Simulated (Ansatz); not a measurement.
## BeS in Ansatz: the effect of functional

The system is BeS.

```
S Be
1.0
     0.00000    2.40872    2.40872
     2.40872    0.00000    2.40872
     2.40872    2.40872    0.00000
S Be
1 1
Direct
  0.75000 0.75000 0.75000
  0.00000 0.00000 0.00000
```

The cell isn't the ideal one: volume scaled by 0.98.

Alike in all runs:

* Program: Ansatz 0.2.0
* Task: single point
* Potentials or basis: Ansatz PAW
* k mesh: 9 × 9 × 9
* Occupations: fermi-dirac, width 0.05 eV
* Spin: no spin polarisation

```csv
functional,cutoff,gap on the mesh (eV),pressure (GPa)
LDA,420 eV (not typed: the program's choice for these potentials),2.95,-1.3
PBEsol,420 eV (not typed: the program's choice for these potentials),2.98,1.3
r2SCAN,500 eV (not typed: the program's choice for these potentials),?,?
```

What does the run with functional r2SCAN give?

gap on the mesh 3.62 eV; pressure 3.3 GPa.

Caveats: odd divisions of the mesh miss points on the zone boundary, where band edges often lie, so the gap on the mesh can be too wide; the PAW data sets come from PBE, with cores solved anew for the run's functional, which leaves a small shift of forces and pressure.

A k mesh can miss the band edges.

Runs at the PBE level aren't shown here.
